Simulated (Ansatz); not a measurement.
# Energy ranking of Mg₅Te₃ structures

Method: DFT PBE, scalar-relativistic, plane waves, PAW (Ansatz 0.2.0). Settings: cutoff 420 eV, Γ-centred meshes spaced at most about 0.3 Å⁻¹, and about 0.25 Å⁻¹ or finer for metals (2π included), Gaussian smearing. No spin polarisation.

Formation energies are uncorrected and refer to the elements' standard structures at the same level.

These are static total energies at zero pressure. Only the structures computed here compete, so a lower one can exist. For metals, differences of a few meV/atom aren't resolved. Spin–orbit coupling, which can matter for Te, is left out. The reference form of Te is held partly by dispersion forces, which this level lacks.

Invented guesses were relaxed alike, and ends that match in structure were merged. ΔE counts from the first row. Coordination counts Te atoms around Mg (those within 1.25 times the shortest such distance or 1.15 times the sum of covalent radii, 1.27 where that leaves under three; a plus sign parts nearer from farther groups; the shortest distance is added where it exceeds 1.18 times the sum of covalent radii; a slash parts the counts of unlike sites). The ends were matched against large subsets of the Crystallography Open Database and the Materials Project, so a missing match doesn't prove that a structure is unreported.

```
#          reached from  type and space group  atoms  Å³/atom          coordination  ΔE (meV/atom)  gap on mesh (eV)  in databases
1           random cell         R3m (No. 160)      8     30.4                  Mg 3              0              0.00      no match
2    Ti3Al5 type (Pmmm)         Pmmm (No. 47)      8     25.3                Mg 4/6             14              0.00      no match
3           random cell       Pm-3m (No. 221)      8     27.3  Mg 4/6/12 from 4.3 Å             16              0.00      no match
4  Zn5Pd3 type (P4/mmm)      P4/mmm (No. 123)      8     25.4            Mg 2/4/4+4             48              0.00      no match
5   Yb3Si5 type (P-62m)       P-62m (No. 189)      8     25.6              Mg 4+2/6             69              0.00      no match
6  Ti3Pd5 type (P4/mmm)      P4/mmm (No. 123)      8     24.9     Mg 5/8 from 3.3 Å             99              0.00      no match
```

The lowest: Space group R3m (No. 160), trigonal, a = 8.535 Å, c = 11.555 Å. Around Mg on a site of symmetry m lie 3 Te at 2.96–3.04 Å, 1 Mg at 3.06 Å and 4 Mg at 3.32–3.42 Å; Mg on a site of symmetry 3m is surrounded by 3 Te at 2.73 Å, 3 Mg at 3.06 Å and 3 Mg at 3.32 Å; around Mg on a second site of symmetry 3m lie 3 Te at 3.01 Å and 3 Mg at 3.40 Å; around Te lie 1 Mg at 2.73 Å and 4 Mg at 2.96–3.04 Å. Its energy over the elements is −0.39 eV/atom. It lies below the elements, which doesn't yet make it stable against other compounds or structures. An observed structure of this formula, if there is one, may be missing.

```
CELL_PARAMETERS angstrom
4.26730 2.46373 3.85175
-4.26730 2.46373 3.85175
0.00000 -4.92746 3.85175
ATOMIC_POSITIONS crystal
Mg 0.74791 0.14880 0.74791
Mg 0.74791 0.74791 0.14880
Mg 0.14880 0.74791 0.74791
Mg 0.67920 0.67920 0.67920
Mg 0.12093 0.12093 0.12093
Te 0.44542 0.98571 0.44542
Te 0.44542 0.44542 0.98571
Te 0.98571 0.44542 0.44542
```

The second: Space group Pmmm (No. 47), orthorhombic, a = 4.120 Å, b = 4.371 Å, c = 11.230 Å. Mg on a site of symmetry mmm has 4 Te at 3.00 Å and 4 Mg at 3.41 Å; Mg on a second site of symmetry mmm has 4 Mg at 3.00 Å, 4 Te at 3.02 Å and 4 Mg at 3.71 Å; around Mg on a third site of symmetry mmm lie 4 Mg at 3.00 Å, 4 Te at 3.11 Å and 4 Mg at 3.64 Å; Te on a site of symmetry mm2 has 8 Mg at 3.02–3.11 Å; 2 more sites not described. Counting Te atoms around Mg, the first has Mg 3 and the second has Mg 4/6. Cells relaxed within their symmetry can be saddle points.

```xyz
8
Lattice="4.1196 0.0000 0.0000 0.0000 4.3711 0.0000 0.0000 0.0000 11.2300" Properties=species:S:1:pos:R:3 pbc="T T T"
Mg    0.0000    0.0000    5.6150
Mg    0.0000    0.0000    0.0000
Mg    2.0598    2.1855    0.0000
Mg    0.0000    2.1855    8.2311
Mg    0.0000    2.1855    2.9989
Te    2.0598    0.0000    9.0209
Te    2.0598    0.0000    2.2090
Te    2.0598    2.1855    5.6150
```

Some types were kept out of the candidates beforehand, so the set may lack a known form.
